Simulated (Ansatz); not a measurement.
# Mo (sc type): a single-point run

Aim: a sound single-point run of Mo (sc type).

Program: Ansatz 0.2.0. Level of theory: DFT, PBEsol, PAW with other files of Ansatz's library (core large), scalar-relativistic. These are calculated values, not measurements.

2 further runs of the same task are left out: 2 that didn't finish. Runs told in other sessions of the task aren't counted.

## Step 1: Starting point

Symmetry: Pm-3m, No. 221, cubic system. Conventional cell: a = 1.941 Å, b = 1.941 Å, c = 1.941 Å, α = 90.00°, β = 90.00°, γ = 90.00°. Mo (site symmetry m-3m) is surrounded by 6 Mo at 1.94 Å.

Coordinates:

```
Mo
1.0
     1.94075    0.00000    0.00000
     0.00000    1.94075    0.00000
     0.00000    0.00000    1.94075
Mo
1
Direct
  0.00000 0.00000 0.00000
```

## Step 2: Input and run

input.yaml

```yaml
crystal:
  lattice:
    - [1.9407530043, 0.0, 0.0]
    - [0.0, 1.9407530043, 0.0]
    - [0.0, 0.0, 1.9407530043]
  atoms:
    - { symbol: Mo, position: [0.0, 0.0, 0.0] }
kpoints:
  mp_grid: { grid: [15, 15, 15] }
scf:
  occupations: { method: fixed }
  max_iter: 50
hamiltonian:
  xc: pbesol
  pseudopotentials: { kind: paw, core: large }
output:
  forces: true
  stress: true
  eigenvalues: true
```

On the command line:

```bash
$ ansatz run input.yaml --threads 1 --pin off --max-ram 2048MiB --backend cpu --events-out ev --progress --plain --runs-dir out
```

**Question.** How will this run end, and is anything wrong with its input?

The run converged and reported no error, with warnings (band overlap at count, datasets by core, metallic iterate). It gives a pressure of 978 GPa, which is large; a structure far from rest gives such values too, whatever the setting.

The suspect setting: scf.occupations.method is fixed; scf.occupations.width is missing. The risk: fixed occupations where they can't hold. The run converged, but that does not make its result sound.

The test: set scf.occupations.method to fermi_dirac and scf.occupations.width to 0.1.
